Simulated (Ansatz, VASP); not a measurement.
**Two plane-wave programs on WS2**

POSCAR

```
WS2
1.0
    3.1842228922      0.0000000000      0.0000000000
   -1.5921114461      2.7576179160      0.0000000000
    0.0000000000      0.0000000000     12.9782823600
W S
2 4
Direct
    0.3333333300      0.6666666700      0.2500000000
    0.6666666700      0.3333333300      0.7500000000
    0.3333333300      0.6666666700      0.6298049400
    0.6666666700      0.3333333300      0.1298049400
    0.3333333300      0.6666666700      0.8701950600
    0.6666666700      0.3333333300      0.3701950600
```

Contents of INCAR.step1:

```
SYSTEM = WS2
PREC = Accurate
ENCUT = 520
ISMEAR = 0
SIGMA = 0.1
LREAL = .FALSE.
LASPH = .TRUE.
NELM = 80
NBANDS = 35
GGA = PE
ALGO = Normal
EDIFF = 1E-4
LWAVE = .TRUE.
LCHARG = .FALSE.
```

File INCAR.step2:

```
SYSTEM = WS2
PREC = Accurate
ENCUT = 520
EDIFF = 1E-6
ISMEAR = 0
SIGMA = 0.1
LREAL = .FALSE.
LASPH = .TRUE.
NELM = 80
ALGO = Normal
ISIF = 2
LWAVE = .FALSE.
LCHARG = .FALSE.
METAGGA = R2SCAN
LMIXTAU = .TRUE.
NBANDS = 35
ISTART = 1
```

Contents of KPOINTS:

```
regular mesh
0
G
  6 6 2
  0 0 0
```

Input for Ansatz:

```yaml
crystal:
  lattice:
    - [3.1842228922, 0.0, 0.0]
    - [-1.5921114461, 2.757617916, 0.0]
    - [0.0, 0.0, 12.97828236]
  atoms:
    - { symbol: W, position: [0.33333333, 0.66666667, 0.25] }
    - { symbol: W, position: [0.66666667, 0.33333333, 0.75] }
    - { symbol: S, position: [0.33333333, 0.66666667, 0.62980494] }
    - { symbol: S, position: [0.66666667, 0.33333333, 0.12980494] }
    - { symbol: S, position: [0.33333333, 0.66666667, 0.87019506] }
    - { symbol: S, position: [0.66666667, 0.33333333, 0.37019506] }
basis:
  ecutwfc: 500
kpoints:
  mp_grid: { grid: [6, 6, 2] }
hamiltonian:
  xc: r2scan
scf:
  occupations: { method: gaussian, width: 0.1 }
output:
  forces: true
  stress: true
  eigenvalues: true
```

The cell is a database's computed one.

Alike in both runs: task single point; functional r2SCAN; k mesh 6 × 6 × 2; occupations gaussian, width 0.1 eV; no spin polarisation.

```csv
,VASP,Ansatz
version,VASP 6.6.1,Ansatz 0.2.0
potentials or method,"VASP PAW PBE potentials, release 64 (W_sv, S)","scalar-relativistic, plane waves, PAW"
plane-wave cutoff (eV),520,500
valence electrons in the cell,52,52
```

|  | VASP | Ansatz | Ansatz less VASP |
| --- | --- | --- | --- |
| gap on the k mesh at the Fermi level (eV) | 1.35 | 1.34 | -0.010 |
| least direct gap on the mesh (eV) | 1.87 | 1.86 | -0.004 |
| pressure (GPa) | -0.1 | -0.2 | -0.18 |
| largest component of the traceless stress (GPa) | 0.07 | 0.13 | +0.057 |
| rms of the force components (eV/Å) | 0.003 | 0.013 | +0.0100 |

Atom by atom the forces differ by 0.010 eV/Å (rms over components).

Caveats: the PAW data sets were made with another functional, which shifts forces and pressure a little (VASP); spin-orbit coupling is left out, which moves the levels of the heavy elements. r2SCAN opens gaps a little over a GGA but as a rule still falls short of measured ones. A k mesh can miss the band edges.
